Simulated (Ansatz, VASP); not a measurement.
**One calculation of SiC, two programs**

INCAR

```
SYSTEM = SiC
PREC = Accurate
ENCUT = 520
EDIFF = 1E-7
ISMEAR = 0
SIGMA = 0.05
LREAL = .FALSE.
LASPH = .TRUE.
NELM = 80
ALGO = Normal
ISIF = 2
LWAVE = .FALSE.
LCHARG = .TRUE.
GGA = PE
LELF = .TRUE.
LVHAR = .TRUE.
NBANDS = 11
```

File KPOINTS:

```
Automatic mesh
0
G
  12 12 12
  0 0 0
```

Contents of POSCAR:

```
SiC
1.0
    0.1130100367      2.2319482243      2.2319482243
    2.2319482243      0.1130100367      2.2319482243
    2.2319482243      2.2319482243      0.1130100367
Si C
1 1
Direct
    0.0000000000      0.0000000000      0.0000000000
    0.7500000000      0.7500000000      0.7500000000
```

Input for Ansatz:

```yaml
crystal:
  lattice:
    - [0.1130100367, 2.2319482243, 2.2319482243]
    - [2.2319482243, 0.1130100367, 2.2319482243]
    - [2.2319482243, 2.2319482243, 0.1130100367]
  atoms:
    - { symbol: Si, position: [0.0, 0.0, 0.0] }
    - { symbol: C, position: [0.75, 0.75, 0.75] }
basis:
  ecutwfc: 420
kpoints:
  mp_grid: { grid: [12, 12, 12] }
hamiltonian:
  xc: pbe
scf:
  occupations: { method: gaussian, width: 0.05 }
output:
  forces: true
  stress: true
  eigenvalues: true
  write_density: true
  write_potential: true
  elf: true
  volumetric_format: npy
```

Alike in both runs: task single point; functional PBE; k mesh 12 × 12 × 12; occupations gaussian, width 0.05 eV; no spin polarisation.

|  | VASP | Ansatz |
| --- | --- | --- |
| version | VASP 6.6.1 | Ansatz 0.2.0 |
| potentials or method | VASP PAW PBE potentials, release 64 (Si, C) | scalar-relativistic, plane waves, PAW |
| plane-wave cutoff (eV) | 520 | 420 |
| valence electrons in the cell | 8 | 8 |

Ansatz gave:

| Property | Result |
| --- | --- |
| gap on the k mesh at the Fermi level (eV) | 1.09 |
| least direct gap on the mesh (eV) | 4.06 |
| pressure (GPa) | 6.6 |
| largest component of the traceless stress (GPa) | 13.50 |
| rms of the force components (eV/Å) | 0.290 |

**Question.** Which values does VASP return?

**Answer.** gap on the k mesh at the Fermi level (eV): 1.09; least direct gap on the mesh (eV): 4.06; pressure (GPa): 6.5; largest component of the traceless stress (GPa): 13.56; rms of the force components (eV/Å): 0.290.

Atom by atom the forces differ by 0.001 eV/Å (rms over components). With one functional, cell and mesh, what is left measures potentials, basis and numerics.

A k mesh can miss the band edges. A hybrid or GW would open this gap; PBE tends to underestimate it.
